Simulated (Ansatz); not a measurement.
# Al2Ru: the cost of one run

Method: DFT PBEsol, scalar-relativistic, plane waves, PAW, in Ansatz 0.2.0.

4 further runs of the same task are left out: 2 that didn't finish, 2 set aside as unsound or not needed.

### Step 1. The system as given

Symmetry: Fddd, No. 70, orthorhombic system. The conventional cell has a = 4.701 Å, b = 7.975 Å, c = 8.770 Å, α = 90.00°, β = 90.00°, γ = 90.00°. Al (site symmetry 2) is surrounded by 5 Ru at 2.57 to 2.72 Å and 5 Al at 2.59 to 2.73 Å. Ru (site symmetry 222) has 10 Al at 2.57 to 2.72 Å as nearest neighbours.

Structure file:

```cif
data_structure
_symmetry_space_group_name_H-M 'P 1'
_symmetry_Int_Tables_number 1
_cell_length_a 5.9271
_cell_length_b 4.9753
_cell_length_c 4.6289
_cell_angle_alpha 76.119
_cell_angle_beta 54.579
_cell_angle_gamma 49.303
_cell_volume 82.20
loop_
_atom_site_label
_atom_site_type_symbol
_atom_site_fract_x
_atom_site_fract_y
_atom_site_fract_z
_atom_site_occupancy
Al1 Al 0.07895 0.42105 0.07895 1
Al2 Al 0.42105 0.07895 0.42105 1
Al3 Al 0.17105 0.82895 0.17105 1
Al4 Al 0.82895 0.17105 0.82895 1
Ru1 Ru 0.75000 0.75000 0.75000 1
Ru2 Ru 0.50000 0.50000 0.50000 1
```

It goes back to an entry of the Materials Project, which need not be the stable form.

It is the result of an earlier relaxation at this level (volume 13.70 Å³/atom; gap on the mesh: 0.08 eV).

The unstrained cell was computed beforehand with the same settings: E(σ→0) = -13735.3203 eV for 6 atoms, gap 0.08 eV over the zone.

### Step 2. Strain -1.0 %

File input.yaml:

```yaml
crystal:
  lattice:
    - [-0.0174443657, 3.9580543603, 4.385079349]
    - [2.3445077669, -0.0102827999, 4.385079349]
    - [2.3270634012, 3.9477715605, 0.0]
  atoms:
    - { symbol: Al, position: [0.0789481736, 0.4210518264, 0.0789481736] }
    - { symbol: Al, position: [0.4210518264, 0.0789481736, 0.4210518264] }
    - { symbol: Al, position: [0.1710518264, 0.8289481736, 0.1710518264] }
    - { symbol: Al, position: [0.8289481736, 0.1710518264, 0.8289481736] }
    - { symbol: Ru, position: [0.75, 0.75, 0.75] }
    - { symbol: Ru, position: [0.5, 0.5, 0.5] }
basis:
  ecutwfc: 420
kpoints:
  mp_grid: { grid: [10, 10, 10] }
hamiltonian:
  xc: pbesol
scf:
  occupations: { method: gaussian, width: 0.01 }
output:
  forces: true
  stress: true
  eigenvalues: true
relax:
  adjacent_minimum: "off"
  f_tol: 0.008
  max_steps: 40
```

On the command line:

```bash
$ ansatz run input.yaml --threads 1 --pin off --max-ram 2560MiB --backend cpu --events-out ev --progress --plain --runs-dir out
```

What time and memory should one allow on 1 thread of Arm Neoverse V2, shared host?

About 2.7 min, with a peak of 0.71 GiB.
